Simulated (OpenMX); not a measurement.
**Ga in OpenMX: convergence with VNA**

Input of the first run (VNA 1 3); the others differ in this setting and in those tied to it:

Ga.dat

```
System.CurrrentDirectory             ./
System.Name                          Ga
DATA.PATH                            ./DFT_DATA13
level.of.stdout                      1
level.of.fileout                     0
Species.Number                       1
<Definition.of.Atomic.Species
  Ga  Ga7.0-s2p2d1           Ga_CA13
Definition.of.Atomic.Species>

Atoms.Number                         2
Atoms.SpeciesAndCoordinates.Unit     Ang
<Atoms.SpeciesAndCoordinates
    1  Ga    1.2920495311    2.9594734735    2.4788793946   6.500  6.500
    2  Ga    1.3554818840   -2.9639751005    0.8499644900   6.500  6.500
Atoms.SpeciesAndCoordinates>

Atoms.UnitVectors.Unit               Ang
<Atoms.UnitVectors
     1.3830000000   -4.0265000000    0.0000000000
     1.3830000000    4.0265000000    0.0000000000
    -0.1174474948    0.0000000000    3.3299294416
Atoms.UnitVectors>

scf.XcType                           LDA
scf.SpinPolarization                 off
scf.ElectronicTemperature            580.226
scf.energycutoff                     500.0
scf.maxIter                          100
scf.EigenvalueSolver                 band
scf.Kgrid                            7 7 7
scf.Mixing.Type                      rmm-diisk
scf.Init.Mixing.Weight               0.05
scf.Min.Mixing.Weight                0.001
scf.Max.Mixing.Weight                0.3
scf.Mixing.History                   25
scf.Mixing.StartPulay                8
scf.criterion                        1.0e-8
scf.stress.tensor                    on
MD.Type                              nomd
scf.BufferL.VNA                      1
scf.RadialF.VNA                      3
```

Potentials or basis: OpenMX 2013 LDA set, Ga7.0-s2p2d1, grid cutoff 500 Ry.

Launch:

```bash
$ openmx Ga.dat -nt 1 > Ga.std
```

The cell isn't the ideal one: atoms moved at random, drawn with an rms of 0.02 Å.

This isn't the form of Ga at room conditions, which is orthorhombic.

Hardware: 1 thread of Arm Neoverse V2 (shared host).

Question: The values tried are 1 3, 2 4, 3 6, 4 8, 5 10, 6 12, 6 16, loosest first. From which on does the pressure stay within 0.1 GPa of the tightest run that finished?

Answer: From 3 6 on.

| VNA | energy less the tightest run, at zero smearing (meV/atom) | pressure (GPa) | largest force (eV/Å) | SCF cycles | CPU time (s) | peak memory (GiB) |
| --- | --- | --- | --- | --- | --- | --- |
| 1 3 | -34.75 | -0.83 | 0.162 | 16 | 34 | 0.48 |
| 2 4 | -12.37 | -0.43 | 0.155 | 16 | 34 | 0.51 |
| 3 6 | -4.09 | -0.27 | 0.144 | 16 | 35 | 0.49 |
| 4 8 | -1.42 | -0.22 | 0.140 | 16 | 36 | 0.53 |
| 5 10 | -0.21 | -0.20 | 0.140 | 16 | 37 | 0.54 |
| 6 12 | -0.30 | -0.20 | 0.140 | 16 | 40 | 0.53 |
| 6 16 | 0.00 | -0.19 | 0.140 | 16 | 42 | 0.58 |

Against the tightest run, the energy stays within 1 meV/atom from 5 10 on; the largest force stays within 0.005 eV/Å from 3 6 on. The tightest run that finished is the yardstick and may itself not be fully converged.

Caveat, for the tightest run too: the basis of atomic orbitals isn't converged, which shifts pressures, moduli and gaps.
